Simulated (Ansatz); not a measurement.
# From the elastic tensor of TaC to moduli and sound speeds

Computed with DFT PBE, scalar-relativistic, plane waves, PAW (Ansatz). Settings: 420 eV plane-wave cutoff, Γ-centred 22×22×22 mesh, Fermi-Dirac smearing of 0.15 eV. No spin polarisation.

Space group Fm-3m (No. 225), cubic, a = 4.476 Å. Ta is surrounded by 6 C at 2.24 Å; C has 6 Ta at 2.24 Å.

The cell has the rock salt type, in a space group that the Crystallography Open Database lists for this formula; it was reached from a generator's guess. In a metal, frequencies and elastic constants depend on the k mesh and the smearing, soft modes and shear constants most. Spin–orbit coupling is left out, which matters for heavy elements.

Relaxed-ion constants (GPa, on the Cartesian axes of the calculation):
```
719.9 125.1 125.1   0.0   0.0   0.0
125.1 719.9 125.1   0.0   0.0   0.0
125.1 125.1 719.9   0.0   0.0   0.0
  0.0   0.0   0.0 178.1   0.0   0.0
  0.0   0.0   0.0   0.0 178.1   0.0
  0.0   0.0   0.0   0.0   0.0 178.1
```

Density 14.289 g/cm³; 2 atoms in 22.42 Å³.

With S = C⁻¹: B_V = (C11+C22+C33+2(C12+C13+C23))/9, G_V = (C11+C22+C33−C12−C13−C23+3(C44+C55+C66))/15, 1/B_R = S11+S22+S33+2(S12+S13+S23), 15/G_R = 4(S11+S22+S33−S12−S13−S23)+3(S44+S55+S66); Hill is their mean. Then v_l = √((B+4G/3)/ρ), v_t = √(G/ρ), v_m = [(2/v_t³+1/v_l³)/3]^(−1/3) and Θ = (ħ/k_B)·v_m·(6π²n/V)^(1/3) for n atoms in the volume V; E = 9BG/(3B+G), ν = (3B−2G)/(2(3B+G)) and A^U = 5G_V/G_R + B_V/B_R − 6.

```json
{"Bulk modulus, Voigt / Reuss / Hill": "323.4 / 323.4 / 323.4 GPa", "Shear modulus, Voigt / Reuss / Hill": "225.8 / 212.1 / 218.9 GPa", "Young's modulus": "536 GPa", "Poisson ratio": "0.224", "Pugh ratio B/G": "1.48 (under 1.75, the rule of thumb for brittle)", "Universal anisotropy index": "0.32", "Longitudinal and transverse sound speeds": "6562 and 3914 m/s", "Debye temperature from the mean sound speed": "576 K"}
```
